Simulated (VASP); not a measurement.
## CaO (strained rocksalt): one r²SCAN single-point calculation in two programs

```cif
data_structure
_symmetry_space_group_name_H-M 'P 1'
_symmetry_Int_Tables_number 1
_cell_length_a 3.3863
_cell_length_b 3.3863
_cell_length_c 3.3863
_cell_angle_alpha 62.082
_cell_angle_beta 62.082
_cell_angle_gamma 62.082
_cell_volume 28.74
loop_
_atom_site_label
_atom_site_type_symbol
_atom_site_fract_x
_atom_site_fract_y
_atom_site_fract_z
_atom_site_occupancy
Ca1 Ca 0.00000 0.00000 0.00000 1
O1 O 0.50000 0.50000 0.50000 1
```

The two codes use different PAW datasets and cutoffs. VASP's cell holds 16 valence electrons and Ansatz's 16. Ansatz's stress includes a Pulay correction; VASP's doesn't.

Cutoffs: 520 eV in VASP, 500 eV in Ansatz. k meshes: 10×10×10 and 10×10×10.

```json
{"": "gap between bands v and c", "VASP": "4.08 eV", "Ansatz": "4.09 eV"}
{"": "least direct gap", "VASP": "4.49 eV", "Ansatz": "4.50 eV"}
{"": "pressure", "VASP": "-3.7 GPa", "Ansatz": "-4.5 GPa"}
```

Band v is the last that the valence electrons fill when counted band by band, and c is the next. Levels in eV from the top of v, Ansatz:

```csv
point,v−1,v,c,c+1
Γ,-0.15,0.00,5.01,6.47
X,-0.56,-0.41,4.09,8.37
K,-1.30,-0.94,5.62,8.27
L,-1.37,-1.37,7.49,8.82
W,-1.18,-1.11,6.65,6.75
```

VASP:

```tsv
point	v−1	v	c	c+1
Γ	-0.15	0.00	5.01	6.48
X	-0.56	-0.41	4.08	8.36
K	-1.29	-0.95	5.62	8.28
L	-1.38	-1.38	7.50	8.82
W	-1.17	-1.11	6.66	6.75
```
